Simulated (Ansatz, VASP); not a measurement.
## Si: VASP beside Ansatz

```
Si
1.0
     3.85108    0.00000    0.00000
    -1.92554    3.33514    0.00000
     0.00000    0.00000    6.36468
Si
4
Direct
  0.33333 0.66667 0.04879
  0.66667 0.33333 0.54879
  0.33333 0.66667 0.45121
  0.66667 0.33333 0.95121
```

Alike in both runs: task single point; functional PBE; k mesh 12 × 12 × 6; occupations gaussian, width 0.05 eV; no spin polarisation.

|  | VASP | Ansatz |
| --- | --- | --- |
| version | VASP 6.6.1 | Ansatz 0.2.0 |
| potentials or method | VASP PAW PBE potentials, release 64 (Si) | scalar-relativistic, plane waves, PAW |
| plane-wave cutoff (eV) | 520 | 420 |
| valence electrons in the cell | 16 | 16 |

```csv
,VASP,Ansatz,Ansatz less VASP
gap on the k mesh at the Fermi level (eV),none,none,-
pressure (GPa),0.9,1.0,+0.07
largest component of the traceless stress (GPa),5.78,5.81,+0.031
rms of the force components (eV/Å),0.956,0.957,+0.0011
```

Atom by atom the forces differ by 0.001 eV/Å (rms over components). A gap of «none» marks a metal or a gap that the smearing closes. With one functional, cell and mesh, what is left measures potentials, basis and numerics.

Caveats: forces of over 1 eV/Å show positions far from the minimum, so gaps and moduli don't describe the material at rest.
